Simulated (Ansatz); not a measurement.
## WS2: strain and displacement

```
CELL_PARAMETERS angstrom
1.57900 0.91164 6.16333
-1.57900 0.91164 6.16333
0.00000 -1.82327 6.16333
ATOMIC_POSITIONS crystal
W 0.00000 0.00000 0.00000
S 0.75030 0.75030 0.75030
S 0.58100 0.58100 0.58100
```

Atom numbers follow the list: W1, S2, S3.

The conventional cell has a = 3.158 Å, b = 3.158 Å, c = 18.490 Å, α = 90.00°, β = 90.00°, γ = 120.00°. W (atom 1) is surrounded by 6 S at 2.39 to 2.42 Å. Around S (atom 2) lie 3 W at 2.39 Å. S (atom 3) is surrounded by 3 W at 2.42 Å.

The cell comes from COD entry 9012192, which wasn't checked; take it as a given geometry.

No spin–orbit coupling, which matters for the heavy atoms here.

Method: DFT, LDA, all-electron LAPW, scalar-relativistic (Ansatz 0.2.0).

Numerical set-up: a Γ-centred 13×13×13 k mesh, Fermi–Dirac smearing of 0.08 eV, basis error target 0.5 meV/atom, no spin polarisation.

The unchanged cell is at -3.61 GPa.

x, y and z are the Cartesian axes of the cell as listed; fractional coordinates follow a strain, and an engineering shear is twice the off-diagonal strain component.

Question: One change gave: energy change +2 meV/atom; stress change (xx, yy, zz, yz, xz, xy) 0.12, 0.00, 0.06, 1.53, 1.60, 1.10 GPa, compression positive; change of the force on S2 (0.200, 0.159, 0.011) eV/Å; gap on the k mesh 1.00 → 0.99 eV. Which change was it?
A. equal xy, yz and zx engineering shear strains of -2 %
B. equal xy, yz and zx engineering shear strains of -1 %
C. equal xy, yz and zx engineering shear strains of +1 %
D. equal xy, yz and zx engineering shear strains of +2 %
E. equal xy, yz and zx engineering shear strains of -3 %

Answer: B. For equal xy, yz and zx engineering shear strains of -3 %: energy change +21 meV/atom; stress change (xx, yy, zz, yz, xz, xy) 0.70, 0.38, 0.54, 4.68, 4.91, 3.37 GPa, compression positive; change of the force on S2 (0.639, 0.497, 0.099) eV/Å; gap on the k mesh 1.00 → 0.97 eV. For equal xy, yz and zx engineering shear strains of +2 %: energy change +9 meV/atom; stress change (xx, yy, zz, yz, xz, xy) 0.09, 0.38, 0.23, -2.97, -3.08, -2.10 GPa, compression positive; change of the force on S2 (-0.364, -0.301, 0.041) eV/Å; gap on the k mesh 1.00 → 0.98 eV. For equal xy, yz and zx engineering shear strains of -2 %: energy change +9 meV/atom; stress change (xx, yy, zz, yz, xz, xy) 0.35, 0.13, 0.24, 3.09, 3.23, 2.22 GPa, compression positive; change of the force on S2 (0.412, 0.325, 0.043) eV/Å; gap on the k mesh 1.00 → 0.98 eV. For equal xy, yz and zx engineering shear strains of +1 %: energy change +2 meV/atom; stress change (xx, yy, zz, yz, xz, xy) -0.01, 0.13, 0.06, -1.50, -1.56, -1.07 GPa, compression positive; change of the force on S2 (-0.188, -0.153, 0.010) eV/Å; gap on the k mesh 1.00 → 0.99 eV.
